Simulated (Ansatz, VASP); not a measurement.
# BN (Qingsongite) in two plane-wave programs

One calculation is typed for both programs; each brings its own data sets and cutoff. How far apart do they land?

Main program and level: Ansatz 0.2.0; plane waves, with VASP 6.6.1 beside it; band structure at PBE.

### Step 1. Starting point

Symmetry: F-43m, No. 216, cubic system. Conventional cell: a = 3.615 Å, b = 3.615 Å, c = 3.615 Å, α = 90.00°, β = 90.00°, γ = 90.00°. Nearest to B lie 4 N at 1.57 Å. N has 4 B at 1.57 Å nearest. Farther neighbours and most contacts between anions are not listed.

As a file:

```
B N
1.0
     0.00000    1.80750    1.80750
     1.80750    0.00000    1.80750
     1.80750    1.80750    0.00000
B N
1 1
Direct
  0.00000 0.00000 0.00000
  0.25000 0.25000 0.25000
```

### Step 2. VASP: band structure, PBE

Levels along a path test the potential and the projectors away from the mesh points.

Lines of VASP's logs that name or quote its potential files are left out, and so is its time.

Input file INCAR:

```
SYSTEM = BN
PREC = Accurate
ENCUT = 450
EDIFF = 1E-08
NELM = 100
ISMEAR = 0
SIGMA = 0.01
LREAL = .FALSE.
ALGO = Normal
GGA = PE
NBANDS = 10
LORBIT = 11
LWAVE = .TRUE.
LCHARG = .FALSE.
KPAR = 8
```

Input file POSCAR:

```
BN
1.0
    0.0000000000      1.8075000000      1.8075000000
    1.8075000000      0.0000000000      1.8075000000
    1.8075000000      1.8075000000      0.0000000000
B N
1 1
Direct
    0.0000000000      0.0000000000      0.0000000000
    0.2500000000      0.2500000000      0.2500000000
```

Input file KPOINTS:

```
Automatic mesh
0
Gamma
8 8 8
0 0 0
```

Input file KPOINTS_OPT:

```
Line mode
12
Line-mode
Reciprocal
  0.00000000   0.00000000   0.00000000 GAMMA
  0.50000000   0.00000000   0.50000000 X

  0.50000000   0.00000000   0.50000000 X
  0.50000000   0.25000000   0.75000000 W

  0.50000000   0.25000000   0.75000000 W
  0.37500000   0.37500000   0.75000000 K

  0.37500000   0.37500000   0.75000000 K
  0.00000000   0.00000000   0.00000000 GAMMA

  0.00000000   0.00000000   0.00000000 GAMMA
  0.50000000   0.50000000   0.50000000 L

  0.50000000   0.50000000   0.50000000 L
  0.62500000   0.25000000   0.62500000 U

  0.62500000   0.25000000   0.62500000 U
  0.50000000   0.25000000   0.75000000 W

  0.50000000   0.25000000   0.75000000 W
  0.50000000   0.50000000   0.50000000 L

  0.50000000   0.50000000   0.50000000 L
  0.37500000   0.37500000   0.75000000 K

  0.62500000   0.25000000   0.62500000 U
  0.50000000   0.00000000   0.50000000 X
```

Potentials, in the order of the species: B_GW and N_GW (PBE family, release 64).

Run with:

```bash
mpirun -np 8 vasp_std
```

Numbers of over 12 decimals in the logs are rounded to 6 here.

What it wrote:

```text
[banner, memory and clock lines left out]
running    8 mpi-ranks, on    1 nodes
 distrk:  each k-point on    1 cores,    8 groups
 distr:  one band on    1 cores,    1 groups

 POSCAR found type information on POSCAR B N
 POSCAR found :  2 types and       2 ions
|                                                                             |
|           W    W    AA    RRRRR   N    N  II  N    N   GGGG   !!!           |
|           W    W   A  A   R    R  NN   N  II  NN   N  G    G  !!!           |
|           W    W  A    A  R    R  N N  N  II  N N  N  G       !!!           |
|           W WW W  AAAAAA  RRRRR   N  N N  II  N  N N  G  GGG   !            |
|           WW  WW  A    A  R   R   N   NN  II  N   NN  G    G                |
|           W    W  A    A  R    R  N    N  II  N    N   GGGG   !!!           |
|                                                                             |
|     For optimal performance we recommend to set                             |
|       NCORE = 2 up to number-of-cores-per-socket                            |
|     NCORE specifies how many cores store one orbital (NPAR=cpu/NCORE).      |
|     This setting can greatly improve the performance of VASP for DFT.       |
|     The default, NCORE=1 might be grossly inefficient on modern             |
|     multi-core architectures or massively parallel machines. Do your        |
|     Unfortunately you need to use the default for GW and RPA                |
|     calculations (for HF NCORE is supported but not extensively tested      |
|     yet).                                                                   |
|                                                                             |

 LDA part: xc-table for (Slater+PW92), standard interpolation
 POSCAR, INCAR and KPOINTS ok, starting setup
 FFT: planning ... GRIDC
 FFT: planning ... GRID_SOFT
 FFT: planning ... GRID
 WAVECAR not read
 entering main loop
       N       E                     dE             d eps       ncg     rms          rms(c)
DAV:   1     0.240472994396E+02    0.24047E+02   -0.48013E+03   604   0.793E+02
DAV:   2    -0.174841345367E+02   -0.41531E+02   -0.38799E+02   704   0.231E+02
DAV:   3    -0.183794489161E+02   -0.89531E+00   -0.89339E+00   732   0.294E+01
DAV:   4    -0.183832706787E+02   -0.38218E-02   -0.38195E-02   694   0.198E+00
DAV:   5    -0.183832940523E+02   -0.23374E-04   -0.23373E-04   718   0.151E-01    0.604E+00
DAV:   6    -0.175381292070E+02    0.84516E+00   -0.28546E+00   820   0.142E+01    0.229E+00
DAV:   7    -0.174606414964E+02    0.77488E-01   -0.86852E-02   814   0.307E+00    0.118E+00
DAV:   8    -0.174464863594E+02    0.14155E-01   -0.38517E-02   840   0.197E+00    0.142E-01
DAV:   9    -0.174469016955E+02   -0.41534E-03   -0.10517E-03   650   0.311E-01    0.380E-02
DAV:  10    -0.174469029764E+02   -0.12810E-05   -0.87372E-05   694   0.102E-01    0.935E-03
DAV:  11    -0.174469074588E+02   -0.44824E-05   -0.70625E-06   674   0.258E-02    0.371E-03
DAV:  12    -0.174469073136E+02    0.14523E-06   -0.84899E-07   766   0.958E-03    0.462E-04
DAV:  13    -0.174469073643E+02   -0.50634E-07   -0.27022E-08   676   0.157E-03    0.739E-05
DAV:  14    -0.174469073773E+02   -0.13088E-07   -0.88589E-10   404   0.309E-04    0.308E-05
DAV:  15    -0.174469073762E+02    0.10971E-08   -0.79323E-11   372   0.140E-04
   1 F= -.17446907E+02 E0= -.17446907E+02  d E =-.151051E-66
 Start KPOINTS_OPT (optional k-point list driver)
k-point batch [1-29\120]
       N       E                     dE             ncg
DAV:   1     0.111854749540E+04   -0.94377E+04      580
DAV:   2    -0.862250661748E+02   -0.12048E+04      716
DAV:   3    -0.108381757661E+03   -0.22157E+02      758
DAV:   4    -0.108453212739E+03   -0.71455E-01      664
DAV:   5    -0.108453647301E+03   -0.43456E-03      744
DAV:   6    -0.108453650203E+03   -0.29028E-05      694
DAV:   7    -0.108453650231E+03   -0.27286E-07      754
DAV:   8    -0.108453650231E+03   -0.76354E-09      634
[...]
k-point batch [117-120\120]
       N       E                     dE             ncg
DAV:   1     0.982305372441E+04   -0.15464E+04       80
DAV:   2     0.966050037221E+04   -0.16255E+03      110
DAV:   3     0.965783011204E+04   -0.26703E+01       98
DAV:   4     0.965782072905E+04   -0.93830E-02       90
DAV:   5     0.965782066203E+04   -0.67021E-04      116
DAV:   6     0.965782066182E+04   -0.21512E-06       84
DAV:   7     0.965782066181E+04   -0.23792E-08      118
 writing wavefunctions
```

From OUTCAR (step 2):

```text
ion  position               nearest neighbor table
   1  0.000  0.000  0.000-   2 1.57   2 1.57   2 1.57   2 1.57
   2  0.250  0.250  0.250-   1 1.57   1 1.57   1 1.57   1 1.57

  LATTYP: Found a face centered cubic cell.
 ALAT       =     3.6150000000

 Subroutine GETGRP returns: Found 24 space group operations
 (whereof 24 operations were pure point group operations)

The static configuration has the point symmetry T_d .

 Found     29 irreducible k-points:

   k-points           NKPTS =     29   k-points in BZ     NKDIM =     29   number of bands    NBANDS=     10

   dimension x,y,z NGX =    18 NGY =   18 NGZ =   18
   dimension x,y,z NGXF=    36 NGYF=   36 NGZF=   36

   ENCUT  =  450.0 eV  33.07 Ry    5.75 a.u.   4.42  4.42  4.42*2*pi/ulx,y,z

   NELECT =       8.0000    total number of electrons

 k-points in reciprocal lattice and weights: Automatic mesh
   0.00000000  0.00000000  0.00000000       0.002
   0.12500000  0.00000000  0.00000000       0.016
   0.25000000  0.00000000  0.00000000       0.016
   0.37500000  0.00000000  0.00000000       0.016
   0.50000000  0.00000000  0.00000000       0.008
   0.12500000  0.12500000  0.00000000       0.012
   0.25000000  0.12500000  0.00000000       0.047
   0.37500000  0.12500000  0.00000000       0.047
   0.50000000  0.12500000  0.00000000       0.047
[...]
-0.37500000  0.50000000  0.12500000       0.023
  -0.25000000  0.50000000  0.25000000       0.012

 average (electrostatic) potential at core
       1 -24.4181       2 -59.3488

 E-fermi :   7.5831

 k-point     1 :       0.0000    0.0000    0.0000
  band No.  band energies     occupation
      1     -12.7713      2.00000
      2       7.4633      2.00000
      3       7.4633      2.00000
      4       7.4633      2.00000
      5      16.2832      0.00000
      6      16.2832      0.00000
      7      16.2832      0.00000
      8      17.8049      0.00000
      9      32.2092      0.00000
    ...

 k-point     2 :       0.1250    0.0000    0.0000
  band No.  band energies     occupation
      1     -12.3931      2.00000
      2       5.5852      2.00000
      3       7.0805      2.00000
      4       7.0805      2.00000
      5      16.6509      0.00000
      6      16.8541      0.00000
      7      16.8541      0.00000
      8      18.9896      0.00000
      9      31.7648      0.00000
    ...

 k-point     3 :       0.2500    0.0000    0.0000
  band No.  band energies     occupation
      1     -11.2935      2.00000
      2       1.9847      2.00000
      3       6.3339      2.00000
      4       6.3339      2.00000
      5      17.1066      0.00000
      6      17.8045      0.00000
      7      17.8045      0.00000
      8      21.0348      0.00000
      9      30.9216      0.00000
    ...

  Total       -0.0477015     -0.0477015     -0.0477015      0.0000000      0.0000000      0.0000000
  in kB       -6.4710996     -6.4710996     -6.4710996      0.0000000      0.0000000      0.0000000
  external PRESSURE =      -6.4710996 kB  Pullay stress =       0.0000000 kB

  energy-cutoff  :      450.00
  volume of cell :       11.81
      direct lattice vectors                 reciprocal lattice vectors
     0.000000000  1.807500000  1.807500000    -0.276625173  0.276625173  0.276625173
     1.807500000  0.000000000  1.807500000     0.276625173 -0.276625173  0.276625173
     1.807500000  1.807500000  0.000000000     0.276625173  0.276625173 -0.276625173

 POSITION                                       TOTAL-FORCE (eV/Angst)
 -----------------------------------------------------------------------------------
      0.00000      0.00000      0.00000         0.000000      0.000000      0.000000
      0.90375      0.90375      0.90375        -0.000000     -0.000000     -0.000000
 -----------------------------------------------------------------------------------
    total drift:                                0.000001      0.000001      0.000001

  FREE ENERGIE OF THE ION-ELECTRON SYSTEM (eV)
  ---------------------------------------------------
  free  energy   TOTEN  =       -17.4469073762 eV

  energy  without entropy=      -17.4469073762  energy(sigma->0) =      -17.44690738

 total charge
# of ion       s       p       d       tot
------------------------------------------
    1        0.641   1.257   0.000   1.898
    2        1.177   2.687   0.000   3.864
--------------------------------------------------
tot          1.819   3.944   0.000   5.762

[... 3 further parts left out ...]
```

The run ends at a pressure of -0.65 GPa.

### Step 3. Ansatz: band structure, PBE

Ansatz runs on its default PAW (the set named soft_2) files.

The same cell, functional, mesh and smearing now go to Ansatz, which takes its cutoff from its data sets.

Input file input.yaml:

```yaml
crystal:
  lattice:
    - [0.0, 1.8075, 1.8075]
    - [1.8075, 0.0, 1.8075]
    - [1.8075, 1.8075, 0.0]
  atoms:
    - { symbol: B, position: [0.0, 0.0, 0.0] }
    - { symbol: "N", position: [0.25, 0.25, 0.25] }
hamiltonian:
  xc: pbe
  pseudopotentials: { kind: paw }
kpoints:
  mp_grid: { grid: [8, 8, 8] }
  band_path:
    path:
      - [0.0, 0.0, 0.0]
      - [0.18182, 0.0, 0.18182]
      - [0.36364, 0.0, 0.36364]
      - [0.5, 0.0, 0.5]
      - [0.5, 0.09091, 0.59091]
      - [0.5, 0.18182, 0.68182]
      - [0.5, 0.25, 0.75]
      - [0.45455, 0.29545, 0.75]
      - [0.40909, 0.34091, 0.75]
      - [0.375, 0.375, 0.75]
      - [0.20455, 0.20455, 0.40909]
      - [0.06818, 0.06818, 0.13636]
      - [0.04545, 0.04545, 0.04545]
      - [0.22727, 0.22727, 0.22727]
      - [0.40909, 0.40909, 0.40909]
      - [0.51136, 0.47727, 0.51136]
      - [0.55682, 0.38636, 0.55682]
      - [0.60227, 0.29545, 0.60227]
      - [0.61364, 0.25, 0.63636]
      - [0.56818, 0.25, 0.68182]
      - [0.51136, 0.25, 0.73864]
      - [0.5, 0.29545, 0.70455]
      - [0.5, 0.38636, 0.61364]
      - [0.5, 0.47727, 0.52273]
      - [0.47727, 0.47727, 0.54545]
      - [0.43182, 0.43182, 0.63636]
      - [0.38636, 0.38636, 0.72727]
      - [0.60227, 0.20455, 0.60227]
      - [0.55682, 0.11364, 0.55682]
      - [0.5, 0.0, 0.5]
    npoints: 1
scf:
  occupations: { method: gaussian, width: 0.01 }
  n_extra_bands: 7
output:
  forces: true
  stress: true
  eigenvalues: true
  write_density: true
  write_potential: true
  elf: true
  volumetric_format: npy
```

Run with:

```bash
ansatz run input.yaml --threads 2 --pin off --max-ram 4608MiB --backend cpu --events-out ev --progress --plain --runs-dir out
```

What it wrote:

```text
scf.n_extra_bands = 7 over 4 filled bands (N_el = 8.0): the run solves 11 bands
Engine: ansatz 0.2.0, aarch64-unknown-linux-gnu
Pseudopotentials: kind: paw
Pseudopotential: B, paw, valence charge 3, recommended cutoff 420 eV (normal), B.paw.azcp
Pseudopotential: N, paw, valence charge 5, recommended cutoff 420 eV (normal), N.paw.azcp
Functional definition: PBE
  parameter kappa = 0.804
  parameter beta = 0.066725
  exchange = pbe_x(kappa = kappa, mu = beta*pi^2/3)
  correlation = pbe_c(beta = beta)
Crystal: 2 atoms, lattice volume = 11.810 Å³
Basis set: ecut = 420 eV, 259 PW (Γ), exchange–correlation on 36×36×36 points (8 copies of the dense FFT grid, shifted against one another)
Bands: 11, of which v1, the nominal top of the filled ones, is band 4 counted from 1 (3 counted from 0)
Symmetry: 24 space group operations
Space group: F-43m (ITA 216), of the structure as read, at distance tolerance 2.3e-5 Å
k-points: 29 of 512 (time reversal used)
Non-local potential: B, projectors of the file, l = 0: 2, l = 1: 2, l = 2: 1
Non-local potential: N, projectors of the file, l = 0: 2, l = 1: 2, l = 2: 1
PAW form: soft (Blöchl's): semilocal exchange-correlation on the pseudo side does not see the compensation charge
PAW one-centre angular grid: B, 110 points (default); XC on 64 Gauss nodes
PAW one-centre angular grid: N, 110 points (default); XC on 64 Gauss nodes
Initial density: superposition of atomic densities (neutral atoms: chi_scale 0, normalization atom), corrected by the library's trained network
Initial wavefunctions: pseudopotential atomic-orbital guess
Functional: x = pbe(κ = 0.804, μ = 0.219515), c = pbe(β = 0.066725)
SCF iter   1: F=—  HF=-542.274421 eV  |F-HF|=—  |Δ(HF+E_count)|=         —  Δρ=1.56e-3  dr2=1.47e-4  ethr=1.77e-3  ⟨swp⟩=5.2  Hψ=1781  notcnv=0
preconditioner: auto → none  [insulator: Δε(μ)=4.474 eV  Ē_g=25.336 eV  σ=0.010 eV  W_gap=1.00  n_scr=0 (ndim 8)  ℏωp=30.6 eV  f_vac=0.000  D(μ)=0.00/eV (n_scr^D=0)  ε∞_Penn≈2.5]
SCF iter   2: F=—  HF=-542.274559 eV  |F-HF|=—  |Δ(HF+E_count)|=   1.38e-4  Δρ=7.96e-4  dr2=3.37e-5  ethr=1.84e-6  ⟨swp⟩=2.2  Hψ=787  notcnv=0  defer=70
SCF iter   3: F=—  HF=-542.274620 eV  |F-HF|=—  |Δ(HF+E_count)|=   6.10e-5  Δρ=7.02e-5  dr2=2.28e-7  ethr=4.21e-7  ⟨swp⟩=2.1  Hψ=453  notcnv=0  defer=70
iter 4 did not close the SCF: its close was put off for the readings that it lacked (scf_convergence_deferred on its scf_iter line)
SCF iter   4: F=-542.274620 eV  HF=-542.274620 eV  |F-HF|=8.79e-9  |Δ(HF+E_count)|=   2.01e-7  Δρ=2.09e-5  dr2=1.27e-8  ethr=2.85e-9  ⟨swp⟩=2.8  Hψ=371  notcnv=0  defer=70
iter 5 did not close the SCF: its close was put off for the readings that it lacked (scf_convergence_deferred on its scf_iter line)
SCF iter   5: F=-542.274620 eV  HF=-542.274620 eV  |F-HF|=8.25e-11  |Δ(HF+E_count)|=   1.09e-8  Δρ=2.41e-6  dr2=2.34e-10  ethr=1.59e-10  ⟨swp⟩=2.6  Hψ=353  notcnv=0  defer=70
SCF iter   6: F=-542.274620 eV  HF=-542.274620 eV  |F-HF|=2.27e-12  |Δ(HF+E_count)|=  3.91e-11  Δρ=4.07e-7  dr2=7.26e-12  ethr=2.93e-12  ⟨swp⟩=7.0  Hψ=1542  notcnv=0
SCF 1 converged in 6 iterations: F = -542.274620 eV  dr2 = 7.26e-12
  greatest PAW one-centre occupation: 0.787 electrons in one spin orbital (limit 2), on the N atom at site 1 (counted from 0), in its partial waves of l = 0
NSCF: frozen V_eff on 30 k-points
SCF converged after 6 iterations
Free energy (F): -542.274620 eV
Harris-Foulkes:  -542.274620 eV  (|F-HF|=2.27e-12)
Internal energy: -542.274620 eV  (E = F + TS)
E sigma→0 (E₀):  -542.274620 eV
Fermi energy:    13.415578 eV
--- Per-component energies (eV) ---
  E_band       = 26.444674
  E_kinetic    = 185.620796
  E_local      = -175.303224  (includes V_loc(G=0)·N_el)
  E_nonlocal   = 56.582492
  E_hartree    = 49.109863
  E_xc         = -93.447717
  E_vxc        = -116.231841  (∫ρ·V_xc dr)
  E_paw        = -206.452284  (= ΣΔE_a)
  E_vpaw       = -22.443384  (= ΣTr[D̂ρ^β])
  E_aug_tail   = 0.000103  (compensation charges beyond the density's cutoff)
  E_ewald      = -358.384650
  E_smearing   = -0.000000  (= −TS)
  E_closure    = -0.000000  (closes the sum)
  Σ components = -542.274620   (vs F -542.274620, Δ=0.00e0)
--- Forces (eV/Å), atoms counted from 1 ---
  atom   1  B      0.00000000    -0.00000000     0.00000000
  atom   2  N     -0.00000000    -0.00000000    -0.00000000
  max |Σ_I F_I| component: 6.20e-16 eV/Å
--- Stress (GPa, compression-positive) ---
        3.018916      -0.000000      -0.000000
       -0.000000       3.018916       0.000000
       -0.000000       0.000000       3.018916
  P = ⅓ Tr σ = 3.0189 GPa (30.189 kbar)
--- Band table (eV; the first three rows and the last of 29) ---
  k-point 0: bands = [-9.0520, 11.1798, 11.1798, 11.1798, 20.0105, 20.0105, 20.0105, 21.5015, ... 3 higher]
  k-point 1: bands = [-8.6728, 9.3062, 10.8010, 10.8010, 20.3709, 20.5804, 20.5804, 22.6938, ... 3 higher]
  k-point 2: bands = [-7.5727, 5.7033, 10.0529, 10.0529, 20.8216, 21.5284, 21.5284, 24.7402, ... 3 higher]
  k-point 28: bands = [-3.1564, 3.5934, 4.2166, 4.6776, 20.7854, 24.4752, 25.6910, 25.8380, ... 3 higher]
```

Wall time 0.44 s (2 threads of Arm Neoverse V2, shared host); peak memory 0.24 GiB; 0.77 s of CPU time.

Reading the cycles: dr2 is the Hartree energy of the density residual (eV), the measure of convergence; HF is the Harris–Foulkes estimate of the energy, which meets the free energy F at convergence.

### Step 4. Side by side

Known differences besides the potentials themselves: the cutoff is 420 eV in Ansatz and 450 eV in VASP; VASP leaves aspherical gradient terms in its spheres out (LASPH is not set), Ansatz keeps them. Total energies have different zeros and are not compared.

The two programs side by side:

```
                     quantity  Ansatz   VASP  difference
gap over the path points (eV)   4.472  4.460      +0.012
```

Levels at points of the path, from each program's valence-band top (eV; 3 filled, then empty):

```
k (reciprocal lattice)                              Ansatz                                VASP
     0.000 0.000 0.000       0.00 0.00 0.00 8.83 8.83 8.83       0.00 0.00 0.00 8.82 8.82 8.82
     0.182 0.000 0.182  -2.39 -1.99 -1.99 7.61 11.69 11.69  -2.39 -1.99 -1.99 7.60 11.69 11.69
     0.364 0.000 0.364   -6.80 -4.32 -4.32 5.34 9.95 16.24   -6.81 -4.31 -4.31 5.33 9.94 16.25
     0.500 0.000 0.500   -8.92 -4.90 -4.90 4.47 9.25 17.92   -8.92 -4.91 -4.91 4.46 9.23 17.93
     0.500 0.091 0.591  -8.69 -5.43 -5.36 5.63 10.16 17.01  -8.70 -5.43 -5.36 5.63 10.15 17.02
     0.500 0.182 0.682  -8.06 -6.37 -6.26 8.24 12.47 14.63  -8.07 -6.37 -6.27 8.24 12.46 14.64
     0.500 0.250 0.750  -7.59 -6.96 -6.50 9.61 13.29 14.51  -7.59 -6.96 -6.51 9.60 13.31 14.51
     0.455 0.295 0.750  -7.85 -7.29 -5.57 8.76 13.21 14.24  -7.85 -7.30 -5.57 8.75 13.21 14.25
     0.409 0.341 0.750  -8.07 -7.59 -4.42 7.35 12.94 15.28  -8.08 -7.60 -4.42 7.34 12.94 15.29
     0.375 0.375 0.750  -8.13 -7.66 -4.08 6.92 12.88 15.82  -8.13 -7.67 -4.08 6.91 12.87 15.83
```

Among the levels compared at these points, filled levels agree within 7 meV and empty ones within 17 meV. Not compared: the pressure (VASP's GW data sets at this cutoff don't carry it).

### Step 5. Further runs

Further runs change the set-up of one program: Ansatz's method, potentials or start, or VASP's data sets, cutoff or form of LDA. The table gives Ansatz less VASP for each quantity, since a change that brings one quantity closer may part another.

```
                                        run  gap over the path points (eV)
                                   as above                          0.012
          Ansatz's all-electron LAPW method                         0.0078
    Ansatz's larger PAW set (cutoff 900 eV)                         0.0072
norm-conserving potentials (cutoff 1240 eV)                         0.0051
```

### Step 6. What came out

```
difference in gap over the path points (band structure, PBE) : 0.012 eV
```

The difference in gap over the path points is 0.012 eV (band structure, PBE), within the 0.08 eV picked in this series as the mark of a large difference. Band structure, PBE, Ansatz's all-electron LAPW method: the difference in gap over the path points goes from 0.012 to 0.0078 eV. Band structure, PBE, Ansatz's larger PAW set (cutoff 900 eV): the difference in gap over the path points goes from 0.012 to 0.0072 eV. Band structure, PBE, norm-conserving potentials (cutoff 1240 eV): the difference in gap over the path points goes from 0.012 to 0.0051 eV. How closely two codes agree says nothing of how well the functional describes the real material.

[Lines on the potential files, build, host, timing and source positions are cut from VASP's logs without a mark.]

[Logs are printed without paths, hosts, clocks, repeated set-up lines and the standing remarks that a program may print on its own settings, such as how far it seeks lower states.]

[Hosts, paths, dates, database ids (printed as entryN), source tags and the programs' standing remarks are cut or masked in the printed files.]
